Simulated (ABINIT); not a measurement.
ZrS2: band structure with PBE

**What was measured.**

From “Stress-Tuned Optical Transitions in Layered 1T-MX2 (M= Hf, Zr, Sn; X= S, Se) Crystals”, 2022, arxiv:2210.12074, for a bulk crystal of ZrS2: band gap 1.68 eV (indirect).

ZrS2:

```
Zr S
1.0
     3.69138    0.00000    0.00000
    -1.84569    3.19683    0.00000
     0.00000    0.00000    6.04108
Zr S
1 2
Direct
  0.00000 0.00000 0.00000
  0.33333 0.66667 0.23791
  0.66667 0.33333 0.76209
```

The cell is a database's computed one.

* Program: ABINIT 10.8.3 (patched build)
* Task: band structure
* Functional: PBE
* Potentials or basis: PseudoDojo NC SR PBE v0.5 stringent
* Cutoff: 898 eV
* k mesh: 8 × 8 × 5
* Occupations: fermi-dirac, width 0.05 eV
* Spin: no spin polarisation

```
Pressure                                              : 0.5 GPa
Largest force                                         : 0.053 eV/Å
Band gap on the k mesh                                : 1.05 eV, indirect (least direct gap 1.63 eV)
Band gap along the path                               : 1.03 eV, indirect (least direct gap 1.63 eV)
Valence electrons inside the program's atomic spheres : Zr 8.28; S 3.94
```

Forces in eV/Å, atoms in the order of the input:
```
Zr   0.000  0.000  0.000
S    0.000  0.000  0.053
S    0.000  0.000 -0.053
```

Stress tensor (GPa, compression positive):
```
0.16 0.00 0.00
0.00 0.16 0.00
0.00 0.00 1.23
```

Levels at the corners of the path, in eV from the valence-band top:
```tsv
point	band 10	band 11	band 12	band 13	band 14	band 15
Γ	-0.09	-0.09	-0.05	1.59	1.59	2.43
M	-2.35	-1.65	-1.17	1.19	3.24	3.50
K	-1.98	-1.98	-1.42	2.20	3.18	3.18
Γ	-0.09	-0.09	-0.05	1.59	1.59	2.43
A	-1.57	-0.19	-0.19	1.56	1.56	2.74
L	-2.20	-0.98	-0.80	1.03	3.23	3.50
H	-1.85	-1.75	-1.75	2.29	2.93	2.93
A	-1.57	-0.19	-0.19	1.56	1.56	2.74
```

It took 4.8 min on 1 thread of Intel(R) Xeon(R) Platinum 8375C CPU @ 2.90GHz (Ice Lake), with other jobs on the host, peak memory 0.21 GiB.

Measured gap of ZrS2: 1.68 eV (indirect; quoted in “Stress-Tuned Optical Transitions in Layered 1T-MX2 (M= Hf, Zr, Sn; X= S, Se) Crystals”, 2022, arxiv:2210.12074). This calculation gives 1.03 eV (-0.65 eV). Spin-orbit coupling on Zr is left out. The value is that of PBE, without temperature or zero-point motion. Semilocal functionals fall short of measured gaps as a rule. The cell is a database's relaxed one, not the measured one, which moves gaps too.

Caveat: this functional lacks dispersion, which binds the layers, so the pressure and a relaxed spacing across them are unreliable.
